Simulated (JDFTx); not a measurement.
# AlNi3 in JDFTx: the effect of Hubbard term

The system is AlNi3.

```
CELL_PARAMETERS angstrom
3.52305 0.00000 0.00000
0.00000 3.52305 0.00000
0.00000 0.00000 3.52305
ATOMIC_POSITIONS crystal
Ni 0.50000 0.50000 0.00000
Ni 0.50000 0.00000 0.50000
Ni 0.00000 0.50000 0.50000
Al 0.00000 0.00000 0.00000
```

The cell is a database's computed one.

Alike in all runs:

- Program: JDFTx 1.7.0 (patched build)
- Task: single point
- Functional: PBE
- Potentials or basis: PseudoDojo-SR-PBE-0.5-standard with smoothed tails
- Cutoff: 1333 eV
- Density cutoff: 10667 eV
- k mesh: 4 × 4 × 4
- Occupations: fermi-dirac, width 0.05 eV
- Spin: collinear spin, ferromagnetic start
- Starting moments: [1.0, 1.0, 1.0, 0.0] μB
- Local potential set to -Z/r beyond: 6 bohr
- Density cutoff over wavefunction cutoff: 8
- Max SCF steps: 100
- SCF threshold on the energy: 1e-09 Ha
- Solver of the electrons: scf
- Further solve for the empty bands: yes

Task: One run gave: pressure 3.5 GPa; moment 0.37 μB. Which Hubbard term did it use?
A. Ni d U = 4 eV
B. Ni d U = 6 eV
C. Ni d U = 8 eV

Result: A.

```csv
Hubbard term,pressure (GPa),moment (μB)
Ni d U = 4 eV,3.5,0.37
Ni d U = 6 eV,2.3,0.37
Ni d U = 8 eV,1.9,0.20
```

Caveats: all runs use coarse meshes; the U is typed as a test and isn't derived for this compound.

Not every run made on this cell is shown here.
